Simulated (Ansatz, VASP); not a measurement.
## One calculation of In, two programs

```
CELL_PARAMETERS angstrom
-1.62547 1.62547 2.47370
1.62547 -1.62547 2.47370
1.62547 1.62547 -2.47370
ATOMIC_POSITIONS crystal
In 0.00000 0.00000 0.00000
```

Alike in both runs: task relaxation of cell and atoms; functional revPBE; dispersion D4; k mesh 11 × 11 × 11; occupations fermi-dirac, width 0.05 eV; no spin polarisation.

|  | VASP | Ansatz |
| --- | --- | --- |
| version | VASP 6.6.1 | Ansatz 0.2.0 |
| potentials or method | VASP PAW PBE potentials, release 64 (In_d) | Ansatz PAW |
| plane-wave cutoff (eV) | 600 | 420 |
| valence electrons in the cell | 13 | 13 |

Ansatz gave:

* gap on the k mesh at the Fermi level, each at its own relaxed structure (eV): none
* relaxed volume (Å³/atom): 26.23
* relaxed cell length with the largest relative difference (Å): 3.329
* energy change over the relaxation (meV/atom): -2

Question: Which values does VASP return?

Answer: gap on the k mesh at the Fermi level, each at its own relaxed structure (eV): none; relaxed volume (Å³/atom): 26.23; relaxed cell length with the largest relative difference (Å): 3.355; energy change over the relaxation (meV/atom): -2.

A gap of «none» marks a metal or a gap that the smearing closes.

Caveats: pairwise dispersion overbinds metals, which lowers pressure and volume; the PAW data sets were made with another functional, which shifts forces and pressure a little (VASP); the plane-wave basis is chosen anew once the cell has moved, so the energies of steps on either side of that aren't comparable (Ansatz); the PAW data sets come from PBE, with cores solved anew for the run's functional, which leaves a small shift of forces and pressure (Ansatz). Zero-point motion and thermal expansion aren't in these numbers.
